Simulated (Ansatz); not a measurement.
Computed with DFT PBEsol, scalar-relativistic, plane waves, PAW in Ansatz 0.2.0.

Settings: cutoff 420 eV, Γ-centred mesh 10×10×10 on the computed 2-atom cell, Gaussian smearing of 0.10 eV; no spin polarisation.

Structure with the computed forces (eV/Å) in the last three columns:

```xyz
2
Lattice="3.6988 0.0133 -0.0398 0.0133 3.7886 0.0757 -0.0398 0.0757 3.7075" Properties=species:S:1:pos:R:3:forces:R:3 pbc="T T T" pressure_GPa=-0.76
Pb    0.0566    0.0161    0.0015    0.0660    0.0310   -0.0040
Se    1.7796    1.9227    1.8702   -0.0660   -0.0310    0.0040
```

Stress tensor (GPa, compression positive):

```
-0.09 -0.14  0.18
-0.14 -1.84 -0.39
 0.18 -0.39 -0.36
```

Spin–orbit coupling is left out, which can shift energies with elements as heavy as these.

This CsCl-type form isn't the usual stable structure of the compound.